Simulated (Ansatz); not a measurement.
C (space group R-3m) relaxed with several functionals in Ansatz (plane waves to 420 eV, scalar-relativistic PAW, no spin-orbit coupling, symmetry kept). The database cell has 5.67 Å³/atom; its temperature or method isn't stated, so the comparison with it is no error of the functional. No moments.

| functional | conventional cell | V (Å³/atom) | against the database cell (%) | gap on mesh (eV) | largest moment (μB) |
| --- | --- | --- | --- | --- | --- |
| PBE | a = 2.519 Å, b = 2.519 Å, c = 31.100 Å, α = 90.00°, β = 90.00°, γ = 120.00° | 5.70 | 0.5 | 4.49 | 0.00 |
| PBEsol | a = 2.507 Å, b = 2.507 Å, c = 30.950 Å, α = 90.00°, β = 90.00°, γ = 120.00° | 5.61 | -1.0 | 4.38 | 0.00 |
| PBE+D3(BJ) | a = 2.509 Å, b = 2.509 Å, c = 30.974 Å, α = 90.00°, β = 90.00°, γ = 120.00° | 5.63 | -0.8 | 4.51 | 0.00 |